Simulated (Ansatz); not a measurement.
The system is In.

```
In
1.0
    -1.88253    1.88253    1.88253
     1.88253   -1.88253    1.88253
     1.88253    1.88253   -1.88253
In
1
Direct
  0.00000 0.00000 0.00000
```

This isn't the form of In at room conditions, which is tetragonal.

```yaml
Program: Ansatz 0.2.0
Task: single point
Functional: PBEsol
Potentials_or_basis: all-electron LAPW, scalar-relativistic
Cutoff: 178 eV (chosen from the basis error)
Basis_error_allowed: 0.001 eV/atom
k_mesh: 10 × 10 × 10
Occupations: fermi-dirac, width 0.05 eV
Spin: no spin polarisation
```

On this cell: pressure -1.3 GPa; band gap on the k mesh none (metal or under the smearing width).

The same run follows on a disturbed copy (cell strained at random at fixed volume):

```xyz
1
Lattice="-1.8698 1.8571 1.9139 1.8335 -1.9128 1.9333 1.8585 1.9016 -1.9695" Properties=species:S:1:pos:R:3 pbc="T T T"
In   -0.0011    0.0068   -0.0073
```

**Question.** What does the disturbed cell give?

**Answer.** The energy (extrapolated to zero smearing) moves by +1.5 meV/atom; pressure -1.3 GPa; band gap on the k mesh none (metal or under the smearing width).

Stress tensor (GPa, compression positive):
```
-0.85 -0.07  0.31
-0.07 -1.44  0.62
 0.31  0.62 -1.59
```
